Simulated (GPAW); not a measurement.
# In3Sb (Pm-3m) in GPAW: notebook

One crystal, In3Sb, is run at these levels: PBEsol, LDA; tasks: band structure, equation of state.

All numbers are computed with GPAW 26.7.0; they aren't measurements. Logs are shortened: lines on timing, memory, paths and dates and some standing lists are left out, and cuts for length are marked. The log counts tension as positive stress, the text compression.

## 1. The structure

It takes space group Pm-3m (No. 221, cubic). Conventional cell: a = 4.837 Å, b = 4.837 Å, c = 4.837 Å, α = 90.00°, β = 90.00°, γ = 90.00°. Around Sb (site symmetry m-3m) lie 12 In at 3.42 Å. Around In (site symmetry 4/mmm) lie 4 Sb at 3.42 Å and 8 In at 3.42 Å.

The cell comes from a database or a generator and needn't be the stable form of this composition.

## 2. Band structure, PBEsol

run.py reads:

```python
from ase import Atoms
from ase.dft.bandgap import bandgap
from ase.io import write
from ase.units import GPa
from gpaw import GPAW, PW, setup_paths

setup_paths.insert(0, '.')

atoms = Atoms(['Sb', 'In', 'In', 'In'],
              cell=[[4.836962, 0.0, 0.0],
                    [0.0, 4.836962, 0.0],
                    [0.0, 0.0, 4.836962]],
              scaled_positions=[[0.0, 0.0, 0.0],
                                [0.0, 0.5, 0.5],
                                [0.5, 0.0, 0.5],
                                [0.5, 0.5, 0.0]],
              pbc=True)

calc = GPAW(mode=PW(600),
            xc='PBEsol',
            kpts={'size': (6, 6, 6), 'gamma': True},
            occupations={'name': 'fermi-dirac', 'width': 0.05},
            nbands=42,
            convergence={'density': 1e-05, 'energy': 1e-05},
            maxiter=150,
            txt='gpaw.txt')
atoms.calc = calc
energy = atoms.get_potential_energy()
forces = atoms.get_forces()
stress = atoms.get_stress()
calc.write('gs.gpw')
write('result.traj', atoms)
print(f'Energy: {energy:.6f} eV')
print('Forces (eV/A):')
print(forces.round(4))
print('Stress (GPa):', (stress / GPa).round(3))
print('Fermi level:', round(calc.get_fermi_level(), 4), 'eV')
print(f'Gap: {bandgap(calc)[0]:.4f} eV, direct: {bandgap(calc, direct=True)[0]:.4f} eV')

path = atoms.cell.bandpath('GXMGRX,MR', npoints=60, eps=1e-4)
bs_calc = calc.fixed_density(kpts=path, symmetry='off', nbands=65,
                             convergence={'bands': 'CBM+6.0', 'eigenstates': 1e-6}, txt='bands.txt')
bs = bs_calc.band_structure()
bs.write('bs.json')
print(f'Gap on the path: {bandgap(bs_calc)[0]:.4f} eV')
```

Potentials or basis: PAW data sets generated in the run's folder for this functional, pw.

Started as:

```
gpaw-setup -f PBEsol In Sb
OMP_NUM_THREADS=1 python run.py
```

gpaw.txt:

```text
__  _  _
 | _ |_)|_||  |
 |__||  | ||/\| - 26.7.0

Input parameters:
  mode=PW(ecut=600.0),
  convergence={'density': 1e-05, 'energy': 1e-05},
  kpts=MonkhorstPack(size=(6, 6, 6), gamma=True),
  maxiter=150,
  nbands=42,
  occupations=Occupations(name='fermi-dirac', width=0.05),
  xc=XC(name='PBEsol')

Diagonalizing LCAO Hamiltonian
Converting LCAO to pw mode
    .-----------.
   /|           |
  / |           |
 *  |           |
 |  |           |
 | In           |
 |  .--In-------.
 | /     In    /
 |/           /
 Sb----------*

Atoms  # Å, Bohr magnetons
|   | symbol |        x |        y |        z |    initial magnetic moments |
|---|--------|----------|----------|----------|-----------------------------|
| 0 |     Sb | 0.000000 | 0.000000 | 0.000000 | ( 0.0000,  0.0000,  0.0000) |
| 1 |     In | 0.000000 | 2.418481 | 2.418481 | ( 0.0000,  0.0000,  0.0000) |
| 2 |     In | 2.418481 | 0.000000 | 2.418481 | ( 0.0000,  0.0000,  0.0000) |
| 3 |     In | 2.418481 | 2.418481 | 0.000000 | ( 0.0000,  0.0000,  0.0000) |

Unit cell  # Å
| periodic |        x |        y |        z |  lengths |    angles |
|----------|----------|----------|----------|----------|-----------|
|      yes | 4.836962 | 0.000000 | 0.000000 | 4.836962 | 90.000000 |
|      yes | 0.000000 | 4.836962 | 0.000000 | 4.836962 | 90.000000 |
|      yes | 0.000000 | 0.000000 | 4.836962 | 4.836962 | 90.000000 |

Number of symmetries: 48
Symmetry operations  # r_c * U_cc + t_c -> r_c
|    | kind |            matrix            |
|----|------|------------------------------|
|  0 |  E   |  1, 0, 0,  0, 1, 0,  0, 0, 1 |
|  1 |  σ   |  1, 0, 0,  0, 1, 0,  0, 0,-1 |
|  2 |  σ   |  1, 0, 0,  0, 0, 1,  0, 1, 0 |
|  3 |  C4  |  1, 0, 0,  0, 0, 1,  0,-1, 0 |
|  4 |  C4  |  1, 0, 0,  0, 0,-1,  0, 1, 0 |
|  5 |  σ   |  1, 0, 0,  0, 0,-1,  0,-1, 0 |
|  6 |  σ   |  1, 0, 0,  0,-1, 0,  0, 0, 1 |
|  7 |  C2  |  1, 0, 0,  0,-1, 0,  0, 0,-1 |
|  8 |  σ   |  0, 1, 0,  1, 0, 0,  0, 0, 1 |
|  9 |  C2  |  0, 1, 0,  1, 0, 0,  0, 0,-1 |
| 10 |  C3  |  0, 1, 0,  0, 0, 1,  1, 0, 0 |
| 11 |  S6  |  0, 1, 0,  0, 0, 1, -1, 0, 0 |
| 12 |  S6  |  0, 1, 0,  0, 0,-1,  1, 0, 0 |
| 13 |  C3  |  0, 1, 0,  0, 0,-1, -1, 0, 0 |
| 14 |  C4  |  0, 1, 0, -1, 0, 0,  0, 0, 1 |
| 15 |  S4  |  0, 1, 0, -1, 0, 0,  0, 0,-1 |
| 16 |  C3  |  0, 0, 1,  1, 0, 0,  0, 1, 0 |
| 17 |  S6  |  0, 0, 1,  1, 0, 0,  0,-1, 0 |
| 18 |  σ   |  0, 0, 1,  0, 1, 0,  1, 0, 0 |
| 19 |  C4  |  0, 0, 1,  0, 1, 0, -1, 0, 0 |
| 20 |  C2  |  0, 0, 1,  0,-1, 0,  1, 0, 0 |
| 21 |  S4  |  0, 0, 1,  0,-1, 0, -1, 0, 0 |
| 22 |  S6  |  0, 0, 1, -1, 0, 0,  0, 1, 0 |
| 23 |  C3  |  0, 0, 1, -1, 0, 0,  0,-1, 0 |
| 24 |  S6  |  0, 0,-1,  1, 0, 0,  0, 1, 0 |
| 25 |  C3  |  0, 0,-1,  1, 0, 0,  0,-1, 0 |
| 26 |  C4  |  0, 0,-1,  0, 1, 0,  1, 0, 0 |
| 27 |  σ   |  0, 0,-1,  0, 1, 0, -1, 0, 0 |
| 28 |  S4  |  0, 0,-1,  0,-1, 0,  1, 0, 0 |
| 29 |  C2  |  0, 0,-1,  0,-1, 0, -1, 0, 0 |
| 30 |  C3  |  0, 0,-1, -1, 0, 0,  0, 1, 0 |
| 31 |  S6  |  0, 0,-1, -1, 0, 0,  0,-1, 0 |
| 32 |  C4  |  0,-1, 0,  1, 0, 0,  0, 0, 1 |
| 33 |  S4  |  0,-1, 0,  1, 0, 0,  0, 0,-1 |
| 34 |  S6  |  0,-1, 0,  0, 0, 1,  1, 0, 0 |
| 35 |  C3  |  0,-1, 0,  0, 0, 1, -1, 0, 0 |
| 36 |  C3  |  0,-1, 0,  0, 0,-1,  1, 0, 0 |
| 37 |  S6  |  0,-1, 0,  0, 0,-1, -1, 0, 0 |
| 38 |  σ   |  0,-1, 0, -1, 0, 0,  0, 0, 1 |
| 39 |  C2  |  0,-1, 0, -1, 0, 0,  0, 0,-1 |
| 40 |  σ   | -1, 0, 0,  0, 1, 0,  0, 0, 1 |
| 41 |  C2  | -1, 0, 0,  0, 1, 0,  0, 0,-1 |
| 42 |  C2  | -1, 0, 0,  0, 0, 1,  0, 1, 0 |
| 43 |  S4  | -1, 0, 0,  0, 0, 1,  0,-1, 0 |
| 44 |  S4  | -1, 0, 0,  0, 0,-1,  0, 1, 0 |
| 45 |  C2  | -1, 0, 0,  0, 0,-1,  0,-1, 0 |
| 46 |  C2  | -1, 0, 0,  0,-1, 0,  0, 0, 1 |
| 47 |  i   | -1, 0, 0,  0,-1, 0,  0, 0,-1 |

BZ-sampling:
  Number of BZ points: 216
  Number of IBZ points: 20

  Monkhorst-Pack size: [6, 6, 6]
  Monkhorst-Pack shift: [0.08333333333333333, 0.08333333333333333, 0.08333333333333333]

K-points  # in reciprocal-cell coordinates
|     |                                coordinates |     weight |
|-----|--------------------------------------------|------------|
|   0 | (  0.00000000,   0.00000000,   0.00000000) | 0.00462963 |
|   1 | (  0.16666667,   0.00000000,   0.00000000) | 0.02777778 |
|   2 | (  0.16666667,   0.16666667,   0.00000000) | 0.05555556 |
|   3 | (  0.16666667,   0.16666667,   0.16666667) | 0.03703704 |
|   4 | (  0.33333333,   0.00000000,   0.00000000) | 0.02777778 |
|   5 | (  0.33333333,   0.16666667,   0.00000000) | 0.11111111 |
|   6 | (  0.33333333,   0.16666667,   0.16666667) | 0.11111111 |
|   7 | (  0.33333333,   0.33333333,   0.00000000) | 0.05555556 |
|   8 | (  0.33333333,   0.33333333,   0.16666667) | 0.11111111 |
|   9 | (  0.33333333,   0.33333333,   0.33333333) | 0.03703704 |
| ... |                                            |            |
|  19 | (  0.50000000,   0.50000000,   0.50000000) | 0.00462963 |

Plane wave coefficients: 3840
Cutoff: 600.0 eV

Spin-components: 1 (collinear spins)
Bands:           42
Projectors:      24
Spin-degeneracy: 2
Datatype:        complex128

Parallelization:
  kpt:    1
  domain: 1
  band:   1

Density:
  Valence electrons: 54.0
  Components: 1
  Grid points: [28 28 28]
  Charge: 0.0  # |e|

Potential:
  Grid points: [28 28 28]

species:
  Sb:
    name:    Antimony
    Z:       51.0
    valence: 15
    core:    36
    charge:  0.0  # [|e|]
    compensation charges:
      type: gauss
      rc: 0.36  # [Å]
      lmax: 2
    cutoffs:
      filter: 2.23  # [Å]
      core: 2.23  # [Å]
    projectors
    | kind |    occ | energy [eV] | rcut [Å] |
    |------|--------|-------------|----------|
    |   5s |  2.000 |     -12.861 |    1.154 |
    |   5p |  3.000 |      -4.846 |    1.233 |
    |   4d | 10.000 |     -33.456 |    1.196 |
    |    s |        |      14.351 |    1.154 |
    |    p |        |      22.365 |    1.233 |
    |    d |        |      -6.245 |    1.196 |

    Using partial waves for Sb as LCAO basis

  In:
    name:    Indium
    Z:       49.0
    valence: 13
    core:    36
    charge:  0.0  # [|e|]
    compensation charges:
      type: gauss
      rc: 0.36  # [Å]
      lmax: 2
    cutoffs:
      filter: 2.09  # [Å]
      core: 2.48  # [Å]
    projectors
    | kind |    occ | energy [eV] | rcut [Å] |
    |------|--------|-------------|----------|
    |   5s |  2.000 |      -8.248 |    1.185 |
    |   5p |  1.000 |      -2.521 |    1.244 |
    |   4d | 10.000 |     -18.596 |    1.148 |
    |    s |        |      18.964 |    1.185 |
    |    p |        |      24.691 |    1.244 |
    |    d |        |       8.615 |    1.148 |

    Using partial waves for In as LCAO basis

Reference energy: -655912.611130  # eV

eigensolver:
  PPCG
  Converge bands: occupied
  niter=2

density mixing:
  MSR1-Mixer
  Pratt-step length: 0.05
  Maximum mixing coefficient: 0.75
  Old densities: 10
  SVD Regularization: 0.005
  Good broyden scale: 1.0
  Trust region scale: 1.0
  Backstep threshold: 4.0
  History deletion threshold: 6.0
  Fourier metric: weight=20.0, sigma=0.015

occupation numbers:
  Fermi-Dirac:
    width: 0.0500  # eV

poisson solver:
  ecut: 4800.0  # eV

xc functional:
  name: PBEsol with 2 nearest neighbor stencil

convergence criteria:
- Maximum integral of absolute [dens]ity change: 1e-05 electrons / valence electron
- Maximum [total energy] change in last 3 cyles: 1e-05 eV / valence electron
- Maximum integral of absolute [eigenst]ate change: 4e-08 eV^2 / valence electron
maximum number of iterations: 150

SCF iterations
|iter     | |      energy | eigst |  dens |
|---------|-|-------------|-------|-------|
|iter:   1| |  -14.337216 | +0.27 |       |
|iter:   2| |  -14.372170 | -1.61 | -1.68 |
|iter:   3| |  -14.280896 | -2.48 | -1.71 |
|iter:   4| |  -14.275552 | -3.21 | -2.19 |
|iter:   5| |  -14.273503 | -4.19 | -2.56 |
|iter:   6| |  -14.273560 | -5.02 | -3.14 |
|iter:   7| |  -14.273580c| -5.94 | -3.73 |
|iter:   8| |  -14.273583c| -6.51 | -4.19 |
|iter:   9| |  -14.273583c| -8.37c| -5.04c|

Converged in 9 steps
Energy contributions relative to reference atoms: (reference = -655912.611130)

Energy contributions:
  Kinetic:          26.713439
  Coulomb:         -26.390432
  Zero:              0.638968
  External:          0.000000
  Xc:              -15.227078
  Entropy:          -0.016961
  Spinorbit:         0.000000
  ----------------------------
  Free energy:     -14.282064
  Extrapolated:    -14.273583

dipole moment: (-33.913917, -33.913917, -33.913917)  # |e|*Ang

Fermi level: 6.182
Eigenvalues  # (at kpt = [0.000, 0.000, 0.000])
| band index |      eig [eV] | occ [0-2] |
|------------|---------------|-----------|
|          0 |       -22.521 |     2.000 |
|        ... |               |           |
|         19 |        -7.778 |     2.000 |
|         20 |        -4.136 |     2.000 |
|         21 |         0.921 |     2.000 |
|         22 |         3.437 |     2.000 |
|         23 |         3.437 |     2.000 |
|         24 |         3.437 |     2.000 |
[... 8 lines left out ...]
|         33 |        12.274 |     0.000 |
|         34 |        12.735 |     0.000 |
|        ... |               |           |
|         41 |        15.175 |     0.000 |

No gap
No difference between direct/indirect transitions

Forces  # eV/Ang
|       x |        y |       z |
|---------|----------|---------|
| 0.00000 | -0.00000 | 0.00000 |  # Sb   0
| 0.00000 |  0.00000 | 0.00000 |  # In   1
| 0.00000 |  0.00000 | 0.00000 |  # In   2
| 0.00000 |  0.00000 | 0.00000 |  # In   3

Stress tensor  # eV/Ang^3
|         x |         y |        z |
|-----------|-----------|----------|
|  0.017906 | -0.000000 | 0.000000 |
| -0.000000 |  0.017906 | 0.000000 |
|  0.000000 |  0.000000 | 0.017906 |

# Writing to gs.gpw (mode='')
```

Wall time 3.3 min (1 thread of Arm Neoverse V2, shared host); peak memory 0.57 GiB.

Results:

```
Free energy             : -14.2821 eV
Pressure                : -2.9 GPa
Band gap along the path : none (metal or under the smearing width)
```

Levels at the corners of the path, in eV from the Fermi level:
```csv
point,band 23,band 24,band 25,band 26,band 27,band 28,band 29,band 30,band 31,band 32
Γ,-2.75,-2.75,-2.75,-2.27,-2.27,2.33,2.33,2.33,3.88,3.88
X,-3.82,-1.72,-1.46,-1.46,-0.12,-0.12,0.25,1.16,4.44,4.54
M,-5.80,-5.57,-0.50,-0.05,0.37,0.37,1.42,1.62,1.62,1.90
Γ,-2.75,-2.75,-2.75,-2.27,-2.27,2.33,2.33,2.33,3.88,3.88
R,-4.30,-4.30,-3.85,-3.85,-3.85,-3.02,5.29,5.29,5.29,7.86
X,-3.82,-1.72,-1.46,-1.46,-0.12,-0.12,0.25,1.16,4.44,4.54
M,-5.80,-5.57,-0.50,-0.05,0.37,0.37,1.42,1.62,1.62,1.90
R,-4.30,-4.30,-3.85,-3.85,-3.85,-3.02,5.29,5.29,5.29,7.86
```

Caveat: spin-orbit coupling is left out, which moves the levels of the heavy elements.

## 3. Band structure, LDA

run.py, as its differences from that of step 2:

```diff
@@ -4,5 +4,3 @@
 from ase.units import GPa
-from gpaw import GPAW, PW, setup_paths
-
-setup_paths.insert(0, '.')
+from gpaw import GPAW, PW
 
@@ -19,3 +17,3 @@
 calc = GPAW(mode=PW(600),
-            xc='PBEsol',
+            xc='LDA',
             kpts={'size': (6, 6, 6), 'gamma': True},
```

Potentials or basis: the program's PAW data sets (release 1.2.1) made for this functional, pw.

Started as:

```
OMP_NUM_THREADS=1 python run.py
```

Run time: 3.4 min. Hardware: 1 thread of Arm Neoverse V2, shared host; peak memory 0.57 GiB.

The run converged. Its results:

| Item | Value |
| --- | --- |
| Free energy | -15.1866 eV |
| Pressure | -4.2 GPa |
| Band gap along the path | none (metal or under the smearing width) |

Levels at the corners of the path, in eV from the Fermi level:
| point | band 25 | band 26 | band 27 | band 28 | band 29 | band 30 |
| --- | --- | --- | --- | --- | --- | --- |
| Γ | -2.71 | -2.35 | -2.35 | 2.31 | 2.31 | 2.31 |
| X | -1.42 | -1.42 | -0.10 | -0.10 | 0.29 | 1.22 |
| M | -0.47 | -0.04 | 0.32 | 0.32 | 1.39 | 1.65 |
| Γ | -2.71 | -2.35 | -2.35 | 2.31 | 2.31 | 2.31 |
| R | -3.80 | -3.80 | -3.80 | -2.98 | 5.23 | 5.23 |
| X | -1.42 | -1.42 | -0.10 | -0.10 | 0.29 | 1.22 |
| M | -0.47 | -0.04 | 0.32 | 0.32 | 1.39 | 1.65 |
| R | -3.80 | -3.80 | -3.80 | -2.98 | 5.23 | 5.23 |

Caveat: spin-orbit coupling is left out, which moves the levels of the heavy elements.

## 4. Equation of state, LDA

run.py reads:

```python
from ase import Atoms
from ase.eos import EquationOfState
from ase.io import Trajectory
from ase.units import GPa
from gpaw import GPAW, PW

atoms = Atoms(['Sb', 'In', 'In', 'In'],
              cell=[[4.836962, 0.0, 0.0],
                    [0.0, 4.836962, 0.0],
                    [0.0, 0.0, 4.836962]],
              scaled_positions=[[0.0, 0.0, 0.0],
                                [0.0, 0.5, 0.5],
                                [0.5, 0.0, 0.5],
                                [0.5, 0.5, 0.0]],
              pbc=True)

traj = Trajectory('eos.traj', 'w')
volumes, energies = [], []
for x in [0.94, 0.96, 0.98, 1.0, 1.02, 1.04, 1.06]:
    a = atoms.copy()
    a.set_cell(atoms.cell * x**(1 / 3), scale_atoms=True)
    calc = GPAW(mode=PW(600),
                xc='LDA',
                kpts={'size': (6, 6, 6), 'gamma': True},
                occupations={'name': 'fermi-dirac', 'width': 0.05},
                nbands=42,
                convergence={'density': 1e-05, 'energy': 1e-05},
                maxiter=150,
                txt=f'eos-{x:.2f}.txt')
    a.calc = calc
    energies.append(a.get_potential_energy(force_consistent=True))
    volumes.append(a.get_volume())
    p = -a.get_stress()[:3].mean() / GPa
    calc.write(f'eos-{x:.2f}.gpw')
    traj.write(a)
    print(f'{x:.2f} {volumes[-1]:10.4f} A^3 {energies[-1]:14.6f} eV {p:9.3f} GPa', flush=True)

v0, e0, B = EquationOfState(volumes, energies, eos='birchmurnaghan').fit()
print(f'V0 = {v0:.4f} A^3, E0 = {e0:.6f} eV, B0 = {B / GPa:.2f} GPa')
```

Started as:

```
OMP_NUM_THREADS=1 python run.py
```

It took 5.6 min on 1 thread of Arm Neoverse V2, shared host; peak memory 0.55 GiB.

Results (log left out):

| Quantity | Value |
| --- | --- |
| Equilibrium volume | 25.45 Å³/atom (rough: see the caveat) |
| Bulk modulus | 50 GPa (rough) |

Energy against volume, from the lowest point:
```csv
volume (Å³/atom),energy (meV/atom)
26.594,0.00
27.160,8.46
27.726,19.58
28.292,33.07
28.857,48.63
29.423,66.04
29.989,85.02
```

Caveat: the minimum lies outside the volumes run.

## 5. Summary

| task | level | potentials or basis | band path | band points | pressure (GPa) |
| --- | --- | --- | --- | --- | --- |
| band structure | PBEsol | PAW data sets generated in the run's folder for this functional, pw | GXMGRX,MR | 60 | -2.9 |
| band structure | LDA | the program's PAW data sets (release 1.2.1) made for this functional, pw | GXMGRX,MR | 60 | -4.2 |
| equation of state | LDA | the program's PAW data sets (release 1.2.1) made for this functional, pw | - | - | - |

Alike in all rows: no spin polarisation; cell as given; k mesh 6 × 6 × 6; cutoff (eV) 600; smearing fermi-dirac 0.05 eV.

Caveats: spin-orbit coupling is left out, which moves the levels of the heavy elements (some runs); the minimum lies outside the volumes run (some runs).

Absolute energies hang on the potentials; compare differences alone.
